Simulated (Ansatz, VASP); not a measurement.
# One calculation of TaN, two programs

Contents of POSCAR:

```
TaN
1.0
    0.0000000000      2.2259679500      2.2259679500
    2.2259679500      0.0000000000      2.2259679500
    2.2259679500      2.2259679500      0.0000000000
Ta N
1 1
Direct
    0.5000000000      0.5000000000      0.5000000000
    0.0000000000      0.0000000000      0.0000000000
```

Contents of INCAR.step1:

```
PREC = Accurate
ENCUT = 520
ISMEAR = -1
SIGMA = 0.05
LREAL = F
LASPH = T
NELM = 100
NBANDS = 15
GGA = PE
ALGO = Normal
EDIFF = 1E-4
LWAVE = T
LCHARG = F
```

Contents of INCAR.step2:

```
PREC = Accurate
ENCUT = 520
EDIFF = 1E-6
ISMEAR = -1
SIGMA = 0.05
LREAL = F
LASPH = T
NELM = 100
ALGO = Normal
ISIF = 2
LWAVE = F
LCHARG = F
METAGGA = R2SCAN
LMIXTAU = T
NBANDS = 15
ISTART = 1
```

The input KPOINTS:

```
Automatic mesh
0
Gamma
  10 10 10
```

Contents of input.yaml:

```yaml
crystal:
  lattice:
    - [0.0, 2.22596795, 2.22596795]
    - [2.22596795, 0.0, 2.22596795]
    - [2.22596795, 2.22596795, 0.0]
  atoms:
    - { symbol: Ta, position: [0.5, 0.5, 0.5] }
    - { symbol: "N", position: [0.0, 0.0, 0.0] }
hamiltonian:
  xc: r2scan
  pseudopotentials: { kind: paw }
kpoints:
  mp_grid: { grid: [10, 10, 10] }
scf:
  occupations: { method: fermi_dirac, width: 0.05 }
output:
  forces: true
  stress: true
  eigenvalues: true
```

The cell comes from a database or a generator and needn't be the stable form of this composition.

Alike in both runs: task single point; functional r2SCAN; k mesh 10 × 10 × 10; occupations fermi-dirac, width 0.05 eV; no spin polarisation.

```csv
,VASP,Ansatz
version,VASP 6.6.1,Ansatz 0.2.0
potentials or method,"VASP PAW PBE potentials, release 64 (Ta_pv, N)",Ansatz PAW
plane-wave cutoff (eV),520,500
valence electrons in the cell,16,18
```

|  | VASP | Ansatz | Ansatz less VASP |
| --- | --- | --- | --- |
| gap on the k mesh at the Fermi level (eV) | none | none | - |
| pressure (GPa) | -10.6 | -12.3 | -1.70 |

A gap of «none» marks a metal or a gap that the smearing closes. The functional is the same, so the differences come from potentials, cutoffs and numerics. The two sets of potentials don't hold the same shells in valence.

Caveats: the PAW data sets were made with another functional, which shifts forces and pressure a little (VASP); the PAW data sets come from PBE, with cores solved anew for the run's functional, which leaves a small shift of forces and pressure (Ansatz). The runs have no spin-orbit coupling, so splittings on Ta are missing.
